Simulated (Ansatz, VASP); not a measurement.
## Two plane-wave programs on TiB2

File INCAR:

```
SYSTEM = TiB2
PREC     = Accurate       ! precision mode
ENCUT    = 600            ! plane-wave cutoff, eV
EDIFF    = 1E-7           ! SCF threshold, eV
ISMEAR   = 0              ! smearing method
SIGMA    = 0.1            ! smearing width, eV
LREAL    = .FALSE.        ! projectors in reciprocal space
LASPH    = .TRUE.         ! aspherical terms in the spheres
NELM     = 60             ! most SCF steps
ALGO     = Normal         ! electronic algorithm
ISIF     = 3              ! what is computed and relaxed
LWAVE    = .FALSE.        ! write WAVECAR
LCHARG   = .FALSE.        ! write CHGCAR
GGA      = CA             ! functional
IBRION   = 2              ! ionic algorithm
NSW      = 100            ! ionic steps
EDIFFG   = -0.05          ! ionic threshold
```

KPOINTS

```
Automatic mesh
0
G
  9 9 6
  0 0 0
```

File POSCAR:

```
TiB2
1.0
    3.0259273100      0.0000000000      0.0000000000
   -1.5129636600      2.6205299200      0.0000000000
    0.0000000000      0.0000000000      3.2287677100
Ti B
1 2
Direct
    0.0000000000      0.0000000000      0.0000000000
    0.3333333300      0.6666666700      0.5000000000
    0.6666666700      0.3333333300      0.5000000000
```

Input for Ansatz:

```yaml
crystal:
  lattice:
    - [3.02592731, 0.0, 0.0]
    - [-1.51296366, 2.62052992, 0.0]
    - [0.0, 0.0, 3.22876771]
  atoms:
    - { symbol: Ti, position: [0.0, 0.0, 0.0] }
    - { symbol: B, position: [0.33333333, 0.66666667, 0.5] }
    - { symbol: B, position: [0.66666667, 0.33333333, 0.5] }
basis:
  ecutwfc: 600.0
kpoints:
  mp_grid: { grid: [9, 9, 6] }
hamiltonian:
  xc: lda
  pseudopotentials: { kind: paw, azcp: { folder: soft_1 } }
scf:
  occupations: { method: gaussian, width: 0.1 }
output:
  forces: true
  stress: true
  eigenvalues: true
relax:
  adjacent_minimum: "off"
  f_tol: 0.05
  max_steps: 80
  cell: { stress_tol: 0.5 }
```

The cell is a database's computed one.

Alike in both runs: task relaxation of cell and atoms; functional LDA; k mesh 9 × 9 × 6; occupations gaussian, width 0.1 eV; no spin polarisation.

|  | VASP | Ansatz |
| --- | --- | --- |
| version | VASP 6.6.1 | Ansatz 0.2.0 |
| potentials or method | VASP PAW LDA potentials, release 64 (Ti_sv, B) | scalar-relativistic, plane waves, PAW |
| plane-wave cutoff (eV) | 600 | 600 |
| valence electrons in the cell | 18 | 18 |

Ansatz gave:

| Item | Value |
| --- | --- |
| gap on the k mesh at the Fermi level, each at its own relaxed structure (eV) | none |
| relaxed volume (Å³/atom) | 8.17 |
| relaxed cell length with the largest relative difference (Å) | 3.157 |
| energy change over the relaxation (meV/atom) | -13 |

Task: What did VASP give for the same quantities?

Result: gap on the k mesh at the Fermi level, each at its own relaxed structure (eV): none; relaxed volume (Å³/atom): 8.18; relaxed cell length with the largest relative difference (Å): 3.159; energy change over the relaxation (meV/atom): -12.

A gap of «none» marks a metal or a gap that the smearing closes. Ansatz warned: «pseudo_functional_mismatch».
